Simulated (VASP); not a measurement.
# Au in VASP: a series of runs

The runs below take Au through work function, density of states, with PBE, PBEsol, PBEsol+U.

Program: VASP 6.6.1. These are calculated values, not measurements. Logs are shortened: lines on timing, memory, paths and dates and some standing lists are left out, and cuts for length are marked.

### Step 1. Starting point

The cell holds a slab with vacuum, 7 atoms: a = 2.823 Å, b = 2.920 Å, c = 29.680 Å, α = 90.00°, β = 90.00°, γ = 118.91°.

The slab is cut from a database's or a generator's crystal, which needn't be the stable form of the element.

### Step 2. Work function, PBE (the (0 0 1) slab of Au, cut from the database cell, not relaxed)

INCAR reads:

```
SYSTEM = Au
PREC = Accurate
ENCUT = 520
EDIFF = 1E-7
ISMEAR = 0
SIGMA = 0.05
LREAL = .False.
LASPH = .True.
NELM = 100
ALGO = Fast
ISIF = 2
LWAVE = .False.
LCHARG = .True.
LDIPOL = .True.
IDIPOL = 3
DIPOL = 0.5 0.5 0.500
GGA = PE
LELF = .True.
LVHAR = .True.
LVACPOTAV = .True.
```

KPOINTS reads:

```
Automatic mesh
0
Gamma
  11 11 1
  0 0 0
```

POSCAR reads:

```
Au
1.0
    2.8226199300      0.0000000000      0.0000000000
   -1.4113099650      2.5559330250      0.0000000000
    0.0000000000      0.0000000000     29.6795088300
Au
7
Direct
    0.3346720300      0.6693440600      0.2526995997
    0.6653279700      0.3306559400      0.3351330665
    0.3346720300      0.6693440600      0.4175665332
    0.6653279700      0.3306559400      0.5000000000
    0.3346720300      0.6693440600      0.5824334668
    0.6653279700      0.3306559400      0.6648669335
    0.3346720300      0.6693440600      0.7473004003
```

Potentials or basis: VASP PAW PBE potentials, release 64 (Au).

Run with:

```bash
$ cat potpaw_PBE.64/Au/POTCAR > POTCAR
$ mpirun -np 1 vasp_std > vasp.out
```

OUTCAR:

```text
SYSTEM = Au
   PREC = Accurate
   ENCUT = 520
   EDIFF = 1E-7
   ISMEAR = 0
   LREAL = .False.
   LASPH = .True.
   NELM = 100
   ISIF = 2
   GGA = PE

 ion  position               nearest neighbor table
   1  0.335  0.669  0.253-   2 2.95   2 2.95   2 2.97
   2  0.665  0.331  0.335-   3 2.95   3 2.95   1 2.95   1 2.95   3 2.97   1 2.97
   3  0.335  0.669  0.418-   2 2.95   2 2.95   4 2.95   4 2.95   2 2.97   4 2.97
   4  0.665  0.331  0.500-   3 2.95   5 2.95   3 2.95   5 2.95   3 2.97   5 2.97
   5  0.335  0.669  0.582-   6 2.95   6 2.95   4 2.95   4 2.95   6 2.97   4 2.97
   6  0.665  0.331  0.665-   5 2.95   5 2.95   7 2.95   7 2.95   5 2.97   7 2.97
   7  0.335  0.669  0.747-   6 2.95   6 2.95   6 2.97

  LATTYP: Found a base centered orthorhombic cell.
 ALAT       =     2.8226199300
 B/A-ratio  =     1.8110359088
 C/A-ratio  =    10.5148796388

  Lattice vectors:

 A1 = (   1.4113099650,  -2.5559330250,   0.0000000000)
 A2 = (   1.4113099650,   2.5559330250,   0.0000000000)
 A3 = (   0.0000000000,   0.0000000000,  29.6795088300)

Analysis of symmetry for initial positions (statically):
=====================================================================
 Subroutine PRICEL returns:
 Original cell was already a primitive cell.

 Routine SETGRP: Setting up the symmetry group for a
 base centered orthorhombic supercell.

 Subroutine GETGRP returns: Found  4 space group operations
 (whereof  4 operations were pure point group operations)
 out of a pool of  8 trial point group operations.

The static configuration has the point symmetry C_2v.

Analysis of symmetry for dynamics (positions and initial velocities):
=====================================================================
 Subroutine PRICEL returns:
 Original cell was already a primitive cell.

 Routine SETGRP: Setting up the symmetry group for a
 base centered orthorhombic supercell.

 Subroutine GETGRP returns: Found  4 space group operations
 (whereof  4 operations were pure point group operations)
 out of a pool of  8 trial point group operations.

The dynamic configuration has the point symmetry C_2v.

 Subroutine INISYM returns: Found  4 space group operations
 (whereof  4 operations are pure point group operations),
 and found     1 'primitive' translations

----------------------------------------------------------------------------------------

                                     Primitive cell

  volume of cell :     214.1207

  direct lattice vectors                    reciprocal lattice vectors
     2.822619930  0.000000000  0.000000000     0.354280783  0.195623279  0.000000000
    -1.411309965  2.555933025  0.000000000     0.000000000  0.391246559  0.000000000
     0.000000000  0.000000000 29.679508830     0.000000000  0.000000000  0.033693280

  length of vectors
     2.822619930  2.919689957 29.679508830     0.404701545  0.391246559  0.033693280

  position of ions in fractional coordinates (direct lattice)
     0.334672030  0.669344060  0.252699600
     0.665327970  0.330655940  0.335133066
     0.334672030  0.669344060  0.417566533
     0.665327970  0.330655940  0.500000000
     0.334672030  0.669344060  0.582433467
     0.665327970  0.330655940  0.664866934
     0.334672030  0.669344060  0.747300400

  ion indices of the primitive-cell ions
   primitive index   ion index
                 1           1
                 2           2
                 3           3
                 4           4
                 5           5
                 6           6
                 7           7

----------------------------------------------------------------------------------------

 KPOINTS: Automatic mesh

Automatic generation of k-mesh.
 Grid dimensions read from file:
 generate k-points for:   11   11    1

 Generating k-lattice:

  Cartesian coordinates                     Fractional coordinates (reciprocal lattice)
     0.032207344  0.017783934  0.000000000     0.090909091  0.000000000  0.000000000
     0.000000000  0.035567869  0.000000000     0.000000000  0.090909091  0.000000000
     0.000000000  0.000000000  0.033693280     0.000000000  0.000000000  1.000000000

  Length of vectors
     0.036791050  0.035567869  0.033693280

  Shift w.r.t. Gamma in fractional coordinates (k-lattice)
     0.000000000  0.000000000  0.000000000

 Subroutine IBZKPT returns following result:
 ===========================================

 Found     36 irreducible k-points:

 Following reciprocal coordinates:
            Coordinates               Weight
  0.000000  0.000000  0.000000      1.000000
  0.090909  0.000000  0.000000      4.000000
  0.181818  0.000000  0.000000      4.000000
  0.272727  0.000000  0.000000      4.000000
  0.363636  0.000000  0.000000      4.000000
  0.454545  0.000000  0.000000      4.000000
[... 16 lines left out ...]
 -0.454545  0.181818  0.000000      4.000000
 -0.363636  0.181818  0.000000      2.000000
 [... further k-points ...]
   k-points           NKPTS =     36   k-points in BZ     NKDIM =     36   number of bands    NBANDS=     46
   number of dos      NEDOS =    301   number of ions     NIONS =      7
   total plane-waves  NPLWV = 129024
   dimension x,y,z NGX =    24 NGY =   24 NGZ =  224
   dimension x,y,z NGXF=    48 NGYF=   48 NGZF=  448
   ions per type =               7
   NGX,Y,Z   is equivalent  to a cutoff of  14.14, 13.67, 12.55 a.u.
   NGXF,Y,Z  is equivalent  to a cutoff of  28.27, 27.33, 25.09 a.u.
 SYSTEM =  Au
   PREC   = accura    normal or accurate (medium, high low for compatibility)
   ISTART =      0    job   : 0-new  1-cont  2-samecut
   ICHARG =      2    charge: 1-file 2-atom 10-const
   ISPIN  =      1    spin polarized calculation?
   LNONCOLLINEAR =      F non collinear calculations
   LSORBIT =      F    spin-orbit coupling
   LASPH  =      T    aspherical Exc in radial PAW
   ENCUT  =  520.0 eV  38.22 Ry    6.18 a.u.   5.25  5.43 55.18*2*pi/ulx,y,z
   NELM   =    100;   NELMIN=  2; NELMDL= -5     # of ELM steps
   EDIFF  = 0.1E-06   stopping-criterion for ELM
   LREAL  =      F    real-space projection
   EDIFFG = 0.1E-05   stopping-criterion for IOM
   NSW    =      0    number of steps for IOM
   IBRION =     -1    ionic relax: 0-MD 1-quasi-New 2-CG
   NFREE  =      0    steps in history (QN), initial steepest desc. (CG)
   ISIF   =      2    stress and relaxation
   ISYM   =      2    0-nonsym 1-usesym 2-fastsym
   POTIM  = 0.5000    time-step for ionic-motion
   TEBEG  =    0.0;   TEEND  =   0.0 temperature during run
   PSTRESS=    0.0 pullay stress
   NELECT =      77.0000    total number of electrons
   NUPDOWN=      -1.0000    fix difference up-down
   EMIN   =  10.00;   EMAX   =-10.00  energy-range for DOS
   EFERMI =   0.00;   METHOD = LEGACY
   ISMEAR =     0;   SIGMA  =   0.05  broadening in eV -4-tet -1-fermi 0-gaus
   EFERMI_NEDOS =   21; number of points for ismear=-14 and -15
   IALGO  =     68    algorithm
   IMIX   =      4    mixing-type and parameters
     AMIX     =   0.40;   BMIX     =  1.00
     AMIX_MAG =   1.60;   BMIX_MAG =  1.00
  volume/ion in A,a.u.               =      30.59       206.42
  Fermi-wavevector in a.u.,A,eV,Ry     =   1.164177  2.199975 18.440074  1.355307
  Thomas-Fermi vector in A             =   2.300718
   LORBIT       =      0    0 simple, 1 ext, 2 COOP (PROOUT), +10 PAW based schemes
   GGA     = PE    functional components
   LHFCALC =     F    Hartree Fock is set to
   AEXX    =    0.0000 exact exchange contribution
   IVDW    =     0    specifies the selected vdW correction
   LEPSILON=     F    determine dielectric tensor
   LRPA    =     F    only Hartree local field effects (RPA)
 non-spin polarized calculation
 RMM-DIIS sequential band-by-band and
 Gauss-broadening in eV      SIGMA  =   0.05
  energy-cutoff  :      520.00
  volume of cell :      214.12
 maximum number of plane-waves:      5833
 NGX is ok and might be reduce to    24
   NGX = 11   NGY = 11   NGZ =111

 dipolmoment           0.000000      0.000000     -0.000000 electrons x Angstroem

 number of electron      77.0000004 magnetization

 dipolmoment           0.000000      0.000000      0.000000 electrons x Angstroem

 Free energy of the ion-electron system (eV)
  ---------------------------------------------------
  ext. energy  EPLUGINS =         0.00000000
  ---------------------------------------------------
  free energy    TOTEN  =       -21.88615707 eV

  energy without entropy =      -21.88034267  energy(sigma->0) =      -21.88324987

 E-fermi :   2.7943     XC(G=0):  -7.7454

 val. band max:        2.7886688477   @ k =   0.1818   0.0909   0.0000
 cond. band min:       2.8062651601   @ k =   0.4545   0.0000   0.0000
 fundamental gap:      0.0175963125
 Fermi energy:         2.7942662290

 k-point     1 :       0.0000    0.0000    0.0000
  band No.  band energies     occupation
      1      -6.4307      2.00000
      2      -5.9844      2.00000
      3      -5.3564      2.00000
      4      -4.7475      2.00000
      5      -4.3187      2.00000
      6      -4.0887      2.00000
[... 38 lines left out ...]
     45       7.6923      0.00000
     46       7.9306      0.00000

 k-point     2 :       0.0909    0.0000    0.0000
  band No.  band energies     occupation
      1      -6.1686      2.00000
      2      -5.7256      2.00000
      3      -5.1001      2.00000
      4      -4.4886      2.00000
      5      -4.0736      2.00000
      6      -3.8491      2.00000
[... 38 lines left out ...]
     45       7.8615      0.00000
     46       8.1385      0.00000

 k-point     3 :       0.1818    0.0000    0.0000
  band No.  band energies     occupation
      1      -5.4375      2.00000
      2      -5.0183      2.00000
      3      -4.4246      2.00000
      4      -3.8282      2.00000
      5      -3.4774      2.00000
      6      -3.2472      2.00000
[... 38 lines left out ...]
     45       8.3738      0.00000
     46       8.7600      0.00000

 k-point     4 :       0.2727    0.0000    0.0000
  band No.  band energies     occupation
      1      -4.4765      2.00000
      2      -4.1730      2.00000
      3      -3.7584      2.00000
      4      -3.3433      2.00000
      5      -3.1745      2.00000
      6      -2.9306      2.00000
[... 920 lines left out ...]
     45       7.6828      0.00000
     46       8.2130      0.00000

 k-point    23 :      -0.4545    0.1818    0.0000
  band No.  band energies     occupation
      1      -3.2917      2.00000
      2      -3.2784      2.00000
      3      -3.1128      2.00000
      4      -2.9935      2.00000
      5      -2.8594      2.00000
      6      -2.7575      2.00000
[... 38 lines left out ...]
     45       9.2972      0.00000
     46       9.4899      0.00000

 k-point    24 :      -0.3636    0.1818    0.0000
  band No.  band energies     occupation
      1      -3.8465      2.00000
      2      -3.6191      2.00000
      3      -3.3246      2.00000
      4      -3.0157      2.00000
      5      -2.7693      2.00000
      6      -2.5912      2.00000
[... 38 lines left out ...]
     45       9.7623      0.00000
     46      10.4037      0.00000

 [... further k-points ...]

------------------------ aborting loop because EDIFF is reached ----------------------------------------

  FORCE on cell =-STRESS in cart. coord.  units (eV):
  Direction    XX          YY          ZZ          XY          YZ          ZX
  --------------------------------------------------------------------------------------
  -------------------------------------------------------------------------------------
  Total        2.3110044     -1.5205269      1.1425723      0.0000000      0.0000000      0.0000000
  in kB       17.2923007    -11.3774809      8.5494013      0.0000000      0.0000000      0.0000000
  external PRESSURE =       4.8214071 kB  Pullay stress =       0.0000000 kB

 VOLUME and BASIS-vectors are now :
 -----------------------------------------------------------------------------
  energy-cutoff  :      520.00
  volume of cell :      214.12
      direct lattice vectors                 reciprocal lattice vectors
     2.822619930  0.000000000  0.000000000     0.354280783  0.195623279  0.000000000
    -1.411309965  2.555933025  0.000000000     0.000000000  0.391246559  0.000000000
     0.000000000  0.000000000 29.679508830     0.000000000  0.000000000  0.033693280

 POSITION                                       TOTAL-FORCE (eV/Angst)
 -----------------------------------------------------------------------------------
      0.00000      1.71080      7.50000        -0.000000      0.011140     -0.152642
      1.41131      0.84513      9.94658         0.000000     -0.020334      0.127090
      0.00000      1.71080     12.39317        -0.000000      0.016840     -0.047219
      1.41131      0.84513     14.83975         0.000000     -0.015293      0.000000
      0.00000      1.71080     17.28634        -0.000000      0.016840      0.047219
      1.41131      0.84513     19.73292         0.000000     -0.020334     -0.127090
      0.00000      1.71080     22.17951        -0.000000      0.011140      0.152642
 -----------------------------------------------------------------------------------
    total drift:                                0.000000      0.000048     -0.000000

  FREE ENERGIE OF THE ION-ELECTRON SYSTEM (eV)
  ---------------------------------------------------
  free  energy   TOTEN  =       -21.8861570653 eV

  energy  without entropy=      -21.8803426726  energy(sigma->0) =      -21.88324987

 vacuum level on the upper side and lower side of the slab         8.106         8.106
```

Wall time 7.1 min (1 thread of Intel Xeon 6975P-C (Granite Rapids), shared host); peak memory 0.49 GiB.

Results:

```yaml
Free_energy: -21.8862 eV
Largest_force: 0.153 eV/Å
Band_gap_on_the_k_mesh: none (metal or under the smearing width)
Work_function_of_the_upper_face: 5.31 eV
Work_function_of_the_lower_face: 5.31 eV
```

Forces in eV/Å, atoms in the order of the input:
```
Au   0.000  0.011 -0.153
Au   0.000 -0.020  0.127
Au   0.000  0.017 -0.047
Au   0.000 -0.015  0.000
Au   0.000  0.017  0.047
Au   0.000 -0.020 -0.127
Au   0.000  0.011  0.153
```

Spin-orbit coupling is left out, which matters for the levels of Au.

### Step 3. Density of states, PBEsol

POSCAR is that of step 2.

INCAR.step1 reads:

```
SYSTEM = Au
ALGO = Normal
DIPOL = 0.5 0.5 0.500
EDIFF = 1E-7
ENCUT = 520
GGA = PS
IDIPOL = 3
ISIF = 2
ISMEAR = -1
LASPH = .TRUE.
LCHARG = .TRUE.
LDIPOL = .TRUE.
LMAXMIX = 4
LREAL = .FALSE.
LWAVE = .FALSE.
NELM = 100
PREC = Accurate
SIGMA = 0.05
```

KPOINTS.step1 reads:

```
k-points
0
G
  8 8 1
  0 0 0
```

INCAR.step2 reads:

```
SYSTEM = Au
ALGO = Normal
DIPOL = 0.5 0.5 0.500
EDIFF = 1E-7
ENCUT = 520
GGA = PS
ICHARG = 11
IDIPOL = 3
ISIF = 2
ISMEAR = -5
LASPH = .TRUE.
LCHARG = .FALSE.
LDIPOL = .TRUE.
LMAXMIX = 4
LORBIT = 11
LREAL = .FALSE.
LWAVE = .FALSE.
NEDOS = 2001
NELM = 100
PREC = Accurate
SIGMA = 0.05
```

KPOINTS.step2 reads:

```
k-points
0
G
  12 12 1
  0 0 0
```

Potentials or basis: VASP PAW PBE potentials, release 64 (Au).

Run with:

```bash
$ cat potpaw_PBE.64/Au/POTCAR > POTCAR
$ cp INCAR.step1 INCAR
$ cp KPOINTS.step1 KPOINTS
$ mpirun -np 1 vasp_std > vasp.out
$ cp INCAR.step2 INCAR
$ cp KPOINTS.step2 KPOINTS
$ mpirun -np 1 vasp_std > vasp.out
```

It took 5.3 min on 1 thread of Intel Xeon 6975P-C (Granite Rapids), shared host; peak memory 0.5 GiB.

The run converged. Its results:

| Property | Result |
| --- | --- |
| Valence electrons inside the program's atomic spheres | Au 9.57, 9.60 |

Levels at points of the mesh, in eV from the Fermi level:
```
           k point  band 37  band 38  band 39  band 40  band 41  band 42
(0.00, 0.00, 0.00)    -2.17    -2.12    -2.10    -2.04    -2.03    -0.72
(0.50, 0.00, 0.00)     0.30     0.55     0.93     1.39     1.66     1.73
(0.00, 0.50, 0.00)     0.01     0.26     0.58     1.00     1.23     1.28
```

States per cell in windows of 1 eV (zero at the Fermi level; states under -8 eV left out):
```
from (eV)  total  Au2_d  Au6_d  Au3_d  Au5_d  Au4_d  Au1_d
     -8.0   1.26   0.02   0.02   0.03   0.03   0.03   0.01
     -7.0   7.46   0.71   0.71   0.73   0.73   0.74   0.30
     -6.0  12.07   1.52   1.52   1.40   1.40   1.44   0.98
     -5.0  14.41   1.74   1.74   1.80   1.80   1.78   1.57
     -4.0  15.79   1.71   1.71   1.81   1.81   1.78   2.32
     -3.0  15.90   1.97   1.97   1.84   1.84   1.89   2.53
     -2.0   7.17   0.96   0.96   0.95   0.95   0.88   0.83
     -1.0   2.16   0.15   0.15   0.17   0.17   0.16   0.15
      0.0   2.21   0.11   0.11   0.12   0.12   0.12   0.12
      1.0   2.24   0.10   0.10   0.10   0.10   0.11   0.09
      2.0   1.99   0.08   0.08   0.08   0.08   0.07   0.06
      3.0   1.61   0.05   0.05   0.05   0.05   0.05   0.05
      4.0   2.83   0.07   0.07   0.08   0.08   0.09   0.07
      5.0   2.42   0.05   0.05   0.05   0.05   0.05   0.05
      6.0   1.33   0.02   0.02   0.02   0.02   0.02   0.02
      7.0   0.30   0.00   0.00   0.00   0.00   0.00   0.00
```

Caveat: the PAW data sets were made with another functional, which shifts forces and pressure a little; tetrahedron occupations give inexact forces and stress in metals.

### Step 4. Density of states, PBEsol+U

POSCAR is that of step 3.

Changes to INCAR.step1 since step 3:

```diff
@@ -11,2 +11,8 @@
 LCHARG = .TRUE.
+LDAU = .TRUE.
+LDAUJ = 0
+LDAUL = 2
+LDAUPRINT = 1
+LDAUTYPE = 2
+LDAUU = 2
 LDIPOL = .TRUE.
```

KPOINTS.step1 is that of step 3.

Changes to INCAR.step2 since step 3:

```diff
@@ -12,2 +12,8 @@
 LCHARG = .FALSE.
+LDAU = .TRUE.
+LDAUJ = 0
+LDAUL = 2
+LDAUPRINT = 1
+LDAUTYPE = 2
+LDAUU = 2
 LDIPOL = .TRUE.
```

KPOINTS.step2 is that of step 3.

Run with:

```bash
$ cat potpaw_PBE.64/Au/POTCAR > POTCAR
$ cp INCAR.step1 INCAR
$ cp KPOINTS.step1 KPOINTS
$ mpirun -np 1 vasp_std > vasp.out
$ cp INCAR.step2 INCAR
$ cp KPOINTS.step2 KPOINTS
$ mpirun -np 1 vasp_std > vasp.out
```

Wall time 5.2 min (1 thread of Intel Xeon 6975P-C (Granite Rapids), shared host); peak memory 0.5 GiB.

The run converged. Its results:

```
Valence electrons inside the program's atomic spheres : Au 9.64, 9.67, 9.68
```

Levels at points of the mesh, in eV from the Fermi level:
```
           k point  band 36  band 37  band 38  band 39  band 40  band 41  band 42  band 43
(0.00, 0.00, 0.00)    -2.56    -2.51    -2.49    -2.46    -2.43    -2.42    -0.64    -0.06
(0.50, 0.00, 0.00)     0.42     0.43     0.67     1.10     1.51     1.74     1.78     4.03
(0.00, 0.50, 0.00)     0.11     0.12     0.35     0.73     1.08     1.28     1.31     3.44
```

States per cell in windows of 1 eV (zero at the Fermi level; states under -8 eV left out):
```tsv
from (eV)	total	Au4_d	Au3_d	Au5_d	Au2_d	Au6_d	Au1_d
-8.0	1.26	0.05	0.04	0.04	0.03	0.03	0.01
-7.0	10.03	1.10	1.08	1.08	1.10	1.10	0.48
-6.0	13.64	1.67	1.60	1.60	1.69	1.69	1.34
-5.0	16.15	2.01	2.01	2.01	1.92	1.92	1.92
-4.0	14.40	1.70	1.61	1.61	1.49	1.49	2.35
-3.0	16.36	2.01	2.11	2.11	2.22	2.22	2.27
-2.0	2.26	0.18	0.21	0.21	0.21	0.21	0.26
-1.0	1.93	0.13	0.13	0.13	0.12	0.12	0.11
0.0	2.17	0.11	0.11	0.11	0.10	0.10	0.10
1.0	2.14	0.09	0.09	0.09	0.08	0.08	0.08
2.0	1.92	0.06	0.07	0.07	0.07	0.07	0.06
3.0	1.65	0.05	0.05	0.05	0.05	0.05	0.05
4.0	2.63	0.08	0.07	0.07	0.07	0.07	0.07
5.0	2.72	0.05	0.05	0.05	0.05	0.05	0.05
6.0	1.46	0.02	0.02	0.02	0.02	0.02	0.02
7.0	0.31	0.01	0.00	0.00	0.00	0.00	0.00
```

Eigenvalues of the final occupation matrices:
```tsv
site	spin	trace	eigenvalues
site 1 d	1	4.45	0.87 0.88 0.89 0.90 0.90
site 1 d	2	4.45	0.87 0.88 0.89 0.90 0.90
site 2 d	1	4.45	0.87 0.88 0.89 0.90 0.90
site 2 d	2	4.45	0.87 0.88 0.89 0.90 0.90
site 3 d	1	4.45	0.87 0.88 0.90 0.90 0.90
site 3 d	2	4.45	0.87 0.88 0.90 0.90 0.90
site 4 d	1	4.45	0.87 0.88 0.89 0.90 0.90
site 4 d	2	4.45	0.87 0.88 0.89 0.90 0.90
site 5 d	1	4.45	0.87 0.88 0.90 0.90 0.90
site 5 d	2	4.45	0.87 0.88 0.90 0.90 0.90
site 6 d	1	4.45	0.87 0.88 0.89 0.90 0.90
site 6 d	2	4.45	0.87 0.88 0.89 0.90 0.90
```

Caveat: the PAW data sets were made with another functional, which shifts forces and pressure a little; U without spin polarisation on a metal has little footing; the U is typed as a test and isn't derived for this compound; tetrahedron occupations give inexact forces and stress in metals. Spin-orbit coupling is left out, which matters for the levels of Au.

[end of part 1 of 2]
